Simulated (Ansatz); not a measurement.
Here is the system:

CsI:
```
CELL_PARAMETERS angstrom
      4.66643     0.00000     0.00000
      0.00000     4.66643     0.00000
      0.00000     0.00000     4.66643
ATOMIC_POSITIONS crystal
  Cs 0.00000 0.00000 0.00000
  I  0.50000 0.50000 0.50000
```

This is the PBE-relaxed structure.

**Question.** All from PBE (plane waves, PAW; program Ansatz), unless another level is named. Give the smallest direct gap on the standard path.

**Answer.** 3.78 eV.

**Question.** What about the conduction-band minimum?

**Answer.** at Γ.

**Question.** And the weight of the conduction-edge state by species (Voronoi cells)?

**Answer.** Cs 58 %, I 42 %.

Space group Pm-3m (CsCl type). The PBE relaxation kept the symmetry of its start. Scalar-relativistic: spin–orbit coupling is off unless named, which matters more the heavier the elements.

Potentials: the later of the program's two PAW sets.
